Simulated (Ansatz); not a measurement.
The system is Cu2O (Cuprite).

```
Cu O
1.0
     4.26000    0.00000    0.00000
     0.00000    4.26000    0.00000
     0.00000    0.00000    4.26000
Cu O
4 2
Direct
  0.75000 0.25000 0.75000
  0.75000 0.75000 0.25000
  0.25000 0.75000 0.75000
  0.25000 0.25000 0.25000
  0.50000 0.50000 0.50000
  0.00000 0.00000 0.00000
```

Base run:

| Item | Value |
| --- | --- |
| Program | Ansatz 0.2.0 |
| Functional | PBE |
| Potentials or basis | Ansatz PAW |
| Cutoff | 420 eV (not typed: the program's choice for these potentials) |
| k mesh | 6 × 6 × 6 |
| Occupations | fermi-dirac, width 0.05 eV |
| Spin | no spin polarisation |

Its results: band gap on the k mesh 0.53 eV, direct; pressure 3.2 GPa.

Question: The run is repeated on the same cell with these changes: functional from PBE to PBEsol. What comes out?

Answer: Band gap on the k mesh 0.50 eV, direct; pressure -3.2 GPa.

PBEsol binds more tightly than PBE, so the same cell stands under less pressure.

Caveats: the PAW data sets come from PBE, with cores solved anew for the run's functional, which leaves a small shift of forces and pressure (some runs).
